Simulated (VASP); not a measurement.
## VASP inputs for CsI (CsCl)

INCAR, step 1 (PBE orbitals to start from)

```
NBANDS = 15
ISMEAR = 0
NELM = 120
ENCUT = 520
LASPH = .TRUE.
SIGMA = 0.01
LREAL = .FALSE.
LCHARG = .FALSE.
GGA = PE
EDIFF = 1E-5
PREC = Accurate
LWAVE = .TRUE.
```

INCAR, step 2

```
NELM = 120
LASPH = .TRUE.
ISTART = 1
ENCUT = 520
ISMEAR = 0
PRECFOCK = Fast
HFRCUT = -1
GGA = PE
LWAVE = .FALSE.
NSW = 0
IBRION = -1
LREAL = .FALSE.
LCHARG = .FALSE.
PREC = Accurate
SIGMA = 0.01
ISIF = 2
AEXX = 0.25
EDIFF = 1E-7
NBANDS = 15
LHFCALC = .TRUE.
ALGO = Normal
```

KPOINTS

```
KPOINTS created by Atomic Simulation Environment
0
Gamma
4 4 4
0 0 0
```

KPOINTS_OPT

```
special points
4
Reciprocal
0.0000000000 0.0000000000 0.0000000000 1
0.0000000000 0.5000000000 0.0000000000 1
0.5000000000 0.5000000000 0.0000000000 1
0.5000000000 0.5000000000 0.5000000000 1
```

POSCAR

```
Cs I
 1.0000000000000000
     4.6081396953655354    0.0000000000000000   -0.0000000000000000
     0.0000000000000000    4.6081396953655354   -0.0000000000000000
    -0.0000000000000000   -0.0000000000000000    4.6081396953655354
 Cs  I
   1   1
Cartesian
  0.0000000000000000  0.0000000000000000 -0.0000000000000000
  2.3040698476827677  2.3040698476827677  2.3040698476827677
```

VASP ran with the recommended PBE PAW datasets (16 valence electrons in the cell).

Task: Estimate the main results of this run.

Result: gap between bands v and c 5.47 eV; least direct gap 5.57 eV; pressure 0.2 GPa.

Band v is the last that the valence electrons fill when counted band by band, and c is the next. Levels in eV from the top of v:

```
point    v−1      v     c   c+1
    Γ  -0.10  -0.10  5.47  5.90
    X  -0.25  -0.25  7.00  8.11
    M  -0.93   0.00  5.93  6.64
    R  -1.35  -1.35  8.83  8.83
```
